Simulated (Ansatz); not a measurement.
Crystal: Au.

```
Au
1.0
     0.00000    2.03500    2.03500
     2.03500    0.00000    2.03500
     2.03500    2.03500    0.00000
Au
1
Cartesian
  0.0000 0.0000 0.0000
```

Base run:

| Quantity | Value |
| --- | --- |
| Program | Ansatz 0.2.0 |
| Functional | rPW86-PBE |
| Potentials or basis | Ansatz PAW |
| Cutoff | 420 eV (not typed: the program's choice for these potentials) |
| k mesh | 11 × 11 × 11 |
| Occupations | fermi-dirac, width 0.05 eV |
| Spin | no spin polarisation |

Its results: band gap on the k mesh none (metal or under the smearing width); pressure 22.7 GPa.

The run is repeated on the same cell with these changes: functional from rPW86-PBE to PBE; cutoff from 420 eV (not typed: the program's choice for these potentials) to 500 eV. What comes out?

Band gap on the k mesh none (metal or under the smearing width); pressure 10.8 GPa.

Caveats: so large a pressure means that the cell lies far from this level's equilibrium, or that cutoff or potentials fall short (some runs); spin-orbit coupling is left out, which moves the levels of the heavy elements (some runs); the PAW data sets come from PBE, with cores solved anew for the run's functional, which leaves a small shift of forces and pressure (some runs).
